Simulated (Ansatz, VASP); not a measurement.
Bi: VASP beside Ansatz

Contents of INCAR:

```
PREC = Accurate
ENCUT = 500
EDIFF = 1E-6
ISMEAR = 0
SIGMA = 0.05
LREAL = F
LASPH = T
NELM = 60
ALGO = Normal
ISIF = 2
LWAVE = F
LCHARG = T
GGA = CA
LELF = T
LVHAR = T
NBANDS = 8
```

Contents of KPOINTS:

```
regular mesh
0
Gamma
  9 9 9
```

The input POSCAR:

```
Bi
1.0
   -1.9814305318      1.9814305318      1.9814305318
    1.9814305318     -1.9814305318      1.9814305318
    1.9814305318      1.9814305318     -1.9814305318
Bi
1
Cartesian
    0.0000000000      0.0000000000      0.0000000000
```

The input input.yaml:

```yaml
crystal:
  lattice:
    - [-1.9814305318, 1.9814305318, 1.9814305318]
    - [1.9814305318, -1.9814305318, 1.9814305318]
    - [1.9814305318, 1.9814305318, -1.9814305318]
  atoms:
    - { symbol: Bi, position: [0.0, 0.0, 0.0] }
hamiltonian:
  xc: lda
  pseudopotentials: { kind: paw }
kpoints:
  mp_grid: { grid: [9, 9, 9] }
scf:
  occupations: { method: gaussian, width: 0.05 }
output:
  forces: true
  stress: true
  eigenvalues: true
```

This isn't the form of Bi at room conditions, which is rhombohedral.

Alike in both runs: task single point; functional LDA; k mesh 9 × 9 × 9; occupations gaussian, width 0.05 eV; no spin polarisation.

|  | VASP | Ansatz |
| --- | --- | --- |
| version | VASP 6.6.1 | Ansatz 0.2.0 |
| potentials or method | VASP PAW LDA potentials, release 64 (Bi) | Ansatz PAW |
| plane-wave cutoff (eV) | 500 | 420 |
| valence electrons in the cell | 5 | 15 |

|  | VASP | Ansatz | Ansatz less VASP |
| --- | --- | --- | --- |
| gap on the k mesh at the Fermi level (eV) | none | none | - |
| pressure (GPa) | -3.3 | -3.3 | -0.07 |

A gap of «none» marks a metal or a gap that the smearing closes. The two sets of potentials don't hold the same shells in valence.

Caveats: spin-orbit coupling is left out, which moves the levels of the heavy elements; the PAW data sets come from PBE, with cores solved anew for the run's functional, which leaves a small shift of forces and pressure (Ansatz).
